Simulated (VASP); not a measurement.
A run of VASP 6.6.1:

The input INCAR:

```
SYSTEM = InSb
ALGO = Normal ; EDIFF = 1E-7
ENCUT = 520 ; GGA = PE
ISIF = 2 ; ISMEAR = 0
LASPH = .TRUE. ; LCHARG = .FALSE.
LREAL = .FALSE. ; LWAVE = .FALSE.
NBANDS = 16 ; NELM = 80
PREC = Accurate ; SIGMA = 0.02
```

File KPOINTS:

```
k-points
0
G
  6 6 6
  0 0 0
```

File POSCAR:

```
InSb
1.0
    0.0000000000      3.2391000000      3.2391000000
    3.2391000000      0.0000000000      3.2391000000
    3.2391000000      3.2391000000      0.0000000000
In Sb
1 1
Direct
    0.0000000000      0.0000000000      0.0000000000
    0.2500000000      0.2500000000      0.2500000000
```

Potentials or basis: VASP PAW PBE potentials, release 64 (In_d, Sb).

Run with:

```console
$ cat potpaw_PBE.64/In_d/POTCAR potpaw_PBE.64/Sb/POTCAR > POTCAR
$ mpirun -np 1 vasp_std > vasp.out
```

Hardware: 1 thread of Intel(R) Xeon(R) 6975P-C (Granite Rapids) (shared host).

Task: Estimate the wall time of this run.

Result: Run time: 10 s on 1 thread of Intel(R) Xeon(R) 6975P-C (Granite Rapids) (shared host), peak memory 0.2 GiB. Counts: scf iterations 15, k points 16.
